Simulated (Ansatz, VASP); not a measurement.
# Cross-check of HC60N3 between VASP and Ansatz, part 2 of 2

Aim: how closely do two programs agree when they are given the same cell, functional and k mesh? The cell is taken from a series of runs on this material, whose earlier steps may have relaxed, scaled, displaced or heated it; both programs get it as it stands.

VASP 6.6.1 and Ansatz 0.2.0.

So far: The structure; Ansatz: single point, PBE.

### 3. VASP: single point, PBE

Level of this step: PBE; plane waves and PAW (C, N, H) (VASP).

The same cell, functional, mesh and smearing now go to VASP, with its own data sets.

Lines of VASP's logs that name or quote its potential files are left out, and so is its time.

File INCAR:

```
SYSTEM = HC60N3
PREC = Accurate
ENCUT = 520
EDIFF = 1E-06
NELM = 120
ISMEAR = -1
SIGMA = 0.01
LREAL = Auto
ALGO = Normal
GGA = PE
NBANDS = 172
LORBIT = 11
LWAVE = .FALSE.
LCHARG = .FALSE.
ISIF = 2
LASPH = .TRUE.
GGA_COMPAT = .FALSE.
EFERMI = MIDGAP
```

File POSCAR:

```
HC60N3
1.0
    7.1431247189      0.0000000000      0.0000000000
    0.0000000000      7.1431247189      0.0000000000
    0.0000000000      0.0000000000      7.1431247189
C N H
60 3 1
Direct
    0.9997838699      0.9998612671      0.9994311712
    0.0019872996      0.2504566371      0.2500245478
    0.2503770258      0.0020637527      0.2500242752
    0.2503775031      0.2504547627      0.0016342596
    0.1255150197      0.1255934823      0.1251631730
    0.1280005955      0.3776654633      0.3772342205
    0.3775866294      0.1280767240      0.3772321893
    0.3775864013      0.3776640918      0.1276475259
    0.9999253510      0.0000024249      0.4995219728
    0.9986337809      0.2495357321      0.7490050762
    0.2494581534      0.9987124053      0.7490053153
    0.2509720927      0.2510501567      0.5052521771
    0.1235557042      0.1236340222      0.6243306500
    0.1235643364      0.3750507336      0.8760345512
    0.3749737488      0.1236420890      0.8760337174
    0.9999251413      0.4999528131      0.9995727756
    0.9986341261      0.7494362658      0.2491043789
    0.2509727104      0.5056855511      0.2506203035
    0.2494584160      0.7494357957      0.9982795982
    0.1235551237      0.6247627440      0.1232019772
    0.1235650134      0.8764634216      0.3746212259
    0.3749730940      0.8764646467      0.1232103129
    0.0000105462      0.5000417907      0.4996109942
    0.0012301727      0.7494132517      0.7489820249
    0.2504266911      0.4946587338      0.7492282690
    0.2504286034      0.7496574669      0.4942277505
    0.1274737546      0.6225457050      0.6221152349
    0.1249728695      0.8743844907      0.8739536006
    0.3761252874      0.6235055025      0.8730587201
    0.3761251092      0.8734907523      0.6230751730
    0.4998749336      0.0000032212      0.9995728359
    0.5056062648      0.2510494817      0.2506196139
    0.7493573599      0.9987121999      0.2491057779
    0.7493583416      0.2495346511      0.9982800726
    0.6246833082      0.1236327129      0.1232025035
    0.8763865371      0.1236429319      0.3746203847
    0.8763858542      0.3750515941      0.1232112483
    0.4999636447      0.0000888836      0.4996110764
    0.4945785747      0.2505071108      0.7492273914
    0.7493340042      0.0013076853      0.7489829400
    0.7495803842      0.2505034926      0.4942287668
    0.6224669573      0.1275526849      0.6221157958
    0.6234278374      0.3762033030      0.8730594439
    0.8743070961      0.1250492121      0.8739527399
    0.8734114980      0.3762034046      0.6230752281
    0.4999635482      0.5000409028      0.9996584096
    0.4945807310      0.7496581799      0.2500745588
    0.7495796050      0.4946572277      0.2500744105
    0.7493346780      0.7494125091      0.0008790508
    0.6224677232      0.6225447971      0.1271225821
    0.6234274146      0.8734895476      0.3757731816
    0.8734123282      0.6235052138      0.3757713627
    0.8743060553      0.8743851382      0.1246199846
    0.5015203726      0.7508977779      0.7504662110
    0.7508178936      0.5015997079      0.7504663985
    0.7508181219      0.7508954808      0.5011674108
    0.6326095048      0.6326890392      0.6322578342
    0.6238486444      0.8760197483      0.8755914194
    0.8759423088      0.6239279891      0.8755889992
    0.8759409886      0.8760190810      0.6234964068
    0.3632159408      0.3632989814      0.6366278135
    0.3632196908      0.6370597883      0.3628651818
    0.6369814710      0.3632949326      0.3628669433
    0.5460122424      0.5461021547      0.5456691998
```

File KPOINTS:

```
Automatic mesh
0
Gamma
1 1 1
0 0 0
```

The projector-augmented-wave data sets are C, N and H (PBE family, release 64).

The run is started by

```bash
$ export OMP_NUM_THREADS=3
$ mpirun -np 1 vasp_gam
```

Numbers of over 12 decimals in the logs are rounded to 6 here.

What it wrote:

```text
[banner, memory and clock lines left out]
running    1 mpi-ranks, on    1 nodes
[...]
Offloading initialized ...    1 GPUs detected
[...]
LDA part: xc-table for (Slater+PW92), standard interpolation
 POSCAR, INCAR and KPOINTS ok, starting setup
[...]
entering main loop
       N       E                     dE             d eps       ncg     rms          rms(c)
DAV:   1     0.192287103785E+04    0.19229E+04   -0.15704E+05   344   0.155E+03
DAV:   2    -0.408354139603E+03   -0.23312E+04   -0.21571E+04   468   0.355E+02
DAV:   3    -0.582147234358E+03   -0.17379E+03   -0.17125E+03   424   0.937E+01
DAV:   4    -0.586478878550E+03   -0.43316E+01   -0.43024E+01   416   0.160E+01
[...]
DAV:  13    -0.565281817341E+03   -0.36322E-04   -0.37905E-05   392   0.175E-02    0.127E-02
DAV:  14    -0.565281824174E+03   -0.68329E-05   -0.11635E-05   432   0.109E-02    0.309E-03
DAV:  15    -0.565281824392E+03   -0.21729E-06   -0.14366E-06   272   0.367E-03
   1 F= -.56528182E+03 E0= -.56528182E+03  d E =0.000000E+00
```

Parts of OUTCAR (step 3):

```text
  Total        6.7507087      6.7477526      6.7477526     -1.7168157     -1.7203066     -1.7168157
  in kB       29.6753091     29.6623143     29.6623143     -7.5469166     -7.5622625     -7.5469168
  external PRESSURE =      29.6666459 kB  Pullay stress =       0.0000000 kB

 POSITION                                       TOTAL-FORCE (eV/Angst)
 -----------------------------------------------------------------------------------
      7.14158      7.14213      7.13906         0.001968      0.006111      0.006111
      0.01420      1.78904      1.78596         0.001175      0.002461      0.002461
      1.78847      0.01474      1.78595         0.004228     -0.000374      0.003945
      1.78848      1.78903      0.01167         0.004228      0.003945     -0.000374
      0.89657      0.89713      0.89406        -0.007677     -0.006209     -0.006209
      0.91432      2.69771      2.69463        -0.004027     -0.005732     -0.005732
      2.69715      0.91487      2.69462        -0.005827     -0.002213     -0.006854
      2.69715      2.69770      0.91180        -0.005827     -0.006854     -0.002213
      7.14259      0.00002      3.56815        -0.000484      0.006035      0.006198
      7.13337      1.78246      5.35024         0.002028     -0.000540     -0.005385
      1.78191      7.13393      5.35024         0.000786      0.001360     -0.005718
      1.79272      1.79328      3.60908         0.000702      0.000138     -0.017356
      0.88257      0.88313      4.45967        -0.004126     -0.003652     -0.009938
      0.88264      2.67903      6.25762        -0.003957      0.003158      0.002912
[...]
-----------------------------------------------------------------------------------
    total drift:                                0.018230      0.194088     -0.080553

  FREE ENERGIE OF THE ION-ELECTRON SYSTEM (eV)
  ---------------------------------------------------
  free  energy   TOTEN  =      -565.2818243917 eV

  energy  without entropy=     -565.2818243917  energy(sigma->0) =     -565.28182439

[... 2 further parts left out ...]
```

The run ends at a pressure of 2.97 GPa, with forces up to 0.024 eV/Å.

### 4. Side by side

Known differences besides the potentials themselves: the cutoff is 420 eV in Ansatz and 520 eV in VASP (PREC = Accurate, projectors in real space). Total energies have different zeros and are not compared.

Both answers:

| quantity | Ansatz | VASP | difference |
| --- | --- | --- | --- |
| gap on the k mesh (eV) | 3.747 | 3.739 | +0.008 |

At this near-relaxed geometry the largest component of a force difference is 17 meV/Å. A gap on the mesh is an upper bound, since the band edges may lie between its points.

### 5. What came out

```yaml
difference_in_gap_on_the_k_mesh_single_point_pbe: 0.0076 eV
```

What this shows: The difference in gap on the k mesh is 0.0076 eV (single point, PBE), within the 0.08 eV picked in this series as the mark of a large difference. How closely two codes agree says nothing of how well the functional describes the real material.

[Lines on the potential files, build, host, timing and source positions are cut from VASP's logs without a mark.]

[Logs are printed without paths, hosts, clocks, repeated set-up lines and the standing remarks that a program may print on its own settings, such as how far it seeks lower states.]

[Hosts, paths, dates, database ids (printed as entryN), source tags and the programs' standing remarks are cut or masked in the printed files.]
